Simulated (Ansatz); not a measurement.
# YN: how the settings move a single-point run

How sensitive is a single-point run of YN to its settings? A reference run comes first, then six runs with altered input.

Method: reference: DFT, PBE, plane waves, PAW, in Ansatz 0.2.0.

1 further run of the same task is left out (it didn't finish).

## (1) The starting structure

It takes space group Fm-3m (No. 225, cubic). The conventional cell has a = 4.896 Å, b = 4.896 Å, c = 4.896 Å, α = 90.00°, β = 90.00°, γ = 90.00°. Y (site symmetry m-3m) is surrounded by 6 N at 2.45 Å. N (site symmetry m-3m) is surrounded by 6 Y at 2.45 Å.

As a file:

```
Y N
1.0
     0.00000    2.44805    2.44805
     2.44805    0.00000    2.44805
     2.44805    2.44805    0.00000
Y N
1 1
Direct
  0.00000 0.00000 0.00000
  0.50000 0.50000 0.50000
```

## (2) Baseline

Input file input.yaml:

```yaml
crystal:
  lattice:
    - [0.0, 2.4480479768, 2.4480479768]
    - [2.4480479768, 0.0, 2.4480479768]
    - [2.4480479768, 2.4480479768, 0.0]
  atoms:
    - { symbol: "Y", position: [0.0, 0.0, 0.0] }
    - { symbol: "N", position: [0.5, 0.5, 0.5] }
kpoints:
  mp_grid: { grid: [6, 6, 6] }
hamiltonian:
  xc: pbe
scf:
  occupations: { method: fixed }
  n_extra_bands: 4
output:
  forces: true
  stress: true
  eigenvalues: true
  write_density: true
  write_potential: true
  elf: true
  volumetric_format: npy
```

Started as:

```sh
ansatz run input.yaml --threads 4 --pin off --max-ram 3686MiB --backend cpu --events-out ev --progress --plain --runs-dir out
```

## (3) Variant: ecutrho_ratio 8

Changes to input.yaml since step 2:

```diff
@@ -15,2 +15,3 @@
   n_extra_bands: 4
+  max_iter: 81
 output:
@@ -19,5 +20,3 @@
   eigenvalues: true
-  write_density: true
-  write_potential: true
-  elf: true
-  volumetric_format: npy
+basis:
+  ecutrho_ratio: 8
```

## (4) Variant: mixing.ndim 1

Changes to input.yaml since step 2:

```diff
@@ -15,2 +15,4 @@
   n_extra_bands: 4
+  mixing: { ndim: 1 }
+  max_iter: 86
 output:
@@ -19,5 +21 @@
   eigenvalues: true
-  write_density: true
-  write_potential: true
-  elf: true
-  volumetric_format: npy
```

## (5) Variant: xc pbesol

Changes to input.yaml since step 2:

```diff
@@ -11,3 +11,3 @@
 hamiltonian:
-  xc: pbe
+  xc: pbesol
 scf:
@@ -19,5 +19 @@
   eigenvalues: true
-  write_density: true
-  write_potential: true
-  elf: true
-  volumetric_format: npy
```

## (6) Variant: occupations.method cold, occupations.width 0.05

Changes to input.yaml since step 2:

```diff
@@ -13,3 +13,3 @@
 scf:
-  occupations: { method: fixed }
+  occupations: { method: cold, width: 0.05 }
   n_extra_bands: 4
@@ -19,5 +19 @@
   eigenvalues: true
-  write_density: true
-  write_potential: true
-  elf: true
-  volumetric_format: npy
```

## (7) A further run, with the input changed

Changes to input.yaml since step 2:

```diff
@@ -15,2 +15,4 @@
   n_extra_bands: 4
+  convergence: { dr2_threshold: 0.0001 }
+  max_iter: 59
 output:
@@ -19,5 +21 @@
   eigenvalues: true
-  write_density: true
-  write_potential: true
-  elf: true
-  volumetric_format: npy
```

## (9) Changing settings: occupations.method methfessel_paxton, occupations.width 0.2

Changes to input.yaml since step 2:

```diff
@@ -13,3 +13,3 @@
 scf:
-  occupations: { method: fixed }
+  occupations: { method: methfessel_paxton, width: 0.2 }
   n_extra_bands: 4
@@ -19,5 +19 @@
   eigenvalues: true
-  write_density: true
-  write_potential: true
-  elf: true
-  volumetric_format: npy
```

(Steps that only read results are left out.)

What does the calculation give? Wanted: for each run, ending; energy change; pressure; gap; force.

The runs gave:

```
                                                           run     ending        energy change  pressure (GPa)  gap (eV)  force (eV/Å)  cycles    time
                                                     reference  converged                    0             1.1      0.18          0.00       6  0.62 s
                                            1: ecutrho_ratio 8  converged         0.0 meV/atom             1.1      0.18          0.00       6  0.58 s
                                              2: mixing.ndim 1  converged         0.0 meV/atom             1.1      0.18          0.00      12  0.59 s
                                                  3: xc pbesol  converged       not comparable            -3.8      0.10          0.00       6  0.58 s
            4: occupations.method cold, occupations.width 0.05  converged   0.0 meV/atom (σ→0)             1.1      0.18          0.00       6  0.54 s
                                       5: dr2_threshold 0.0001  converged         0.0 meV/atom             1.1      0.18          0.00       6  0.53 s
6: occupations.method methfessel_paxton, occupations.width 0.2  converged  +0.1 meV/atom (σ→0)             1.1      0.19          0.00       4   0.5 s
```

Times don't compare one to one where runs were asked for different outputs or read a saved state (see the inputs); cycles may leave out searches for a lower state.

Residual by cycle in the longest SCF loop of each run; runs are numbered as in the table. The quantity is the density residual dr2, in eV.

```
cycle  reference   run 1   run 2   run 3   run 4   run 5   run 6
    1     3.6e-4  3.6e-4  3.6e-4  0.0544  4.3e-4  3.6e-4  1.8e-4
    2     2.6e-4  2.6e-4  2.5e-5  0.0547  3.5e-5  2.6e-4  2.4e-5
    3     9.7e-6  9.7e-6  8.2e-6  1.8e-4  1.1e-6  9.7e-6  8.5e-7
    4     2.2e-6  2.2e-6  2.2e-6  5.4e-6  6.4e-8  2.2e-6  5.7e-8
    5     3.4e-7  3.4e-7  9.3e-7  4.3e-8  2.9e-7  3.4e-7       -
    6     2.1e-9  1.9e-9  3.3e-7  2.7e-9  6.9e-8  2.0e-9       -
    7          -       -  1.4e-7       -       -       -       -
    8          -       -  5.4e-8       -       -       -       -
    9          -       -  2.3e-8       -       -       -       -
   10          -       -  9.4e-9       -       -       -       -
   11          -       -  4.1e-9       -       -       -       -
   12          -       -  1.7e-9       -       -       -       -
```

What this shows: No change moves the result by more than the table shows.
